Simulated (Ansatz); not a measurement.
**Au: relaxation of cell and atoms with PBEsol**

The system is Au.

```
Au
1.0
     1.41131   -2.55593    0.00000
     1.41131    2.55593    0.00000
     0.00000    0.00000    4.89317
Au
2
Direct
  0.33467 0.66533 0.25000
  0.66533 0.33467 0.75000
```

This isn't the form of Au at room conditions, which is fcc.

```
Program             : Ansatz 0.2.0
Task                : relaxation of cell and atoms
Functional          : PBEsol
Potentials or basis : all-electron LAPW, scalar-relativistic
Basis error allowed : 0.001 eV/atom
k mesh              : 11 × 11 × 6
Occupations         : fermi-dirac, width 0.05 eV
Spin                : no spin polarisation
Target pressure     : 5 GPa
```

```
Relaxed volume                                         : 16.57 Å³/atom
Relaxed cell                                           : a = 2.845 Å, b = 2.845 Å, c = 4.728 Å, α = 90.00°, β = 90.00°, γ = 120.03°
Space group after relaxing (to 0.05 Å)                 : P6_3/mmc (No. 194)
Energy change on relaxing (the enthalpy is what falls) : -9.7 meV/atom
Ionic steps                                            : 7
Pressure after relaxing                                : 5.0 GPa
```

Step by step:
```tsv
step	energy change (eV)	largest force (eV/Å)	volume (Å³)
1	0.0000	0.0209	35.30
2	-0.0226	0.0233	33.41
3	-0.0191	0.0038	33.14
4	-0.0195	0.0008	33.14
5	-0.0195	0.0008	33.14
6	-0.0195	0.0004	33.14
7	-0.0195	0.0003	33.14
```

Final structure:
```
Au
1.0
     1.42205   -2.46447    0.00000
     1.42205    2.46447    0.00000
     0.00000    0.00000    4.72752
Au
2
Direct
  0.33360 0.66640 0.25000
  0.66640 0.33360 0.75000
```

It took 11 min on 1 thread of Intel(R) Xeon(R) Processor @ 2.50GHz (Skylake/Cascade Lake), on a shared host, peak memory 0.71 GiB.

The run has no spin-orbit coupling, so splittings on Au are missing.
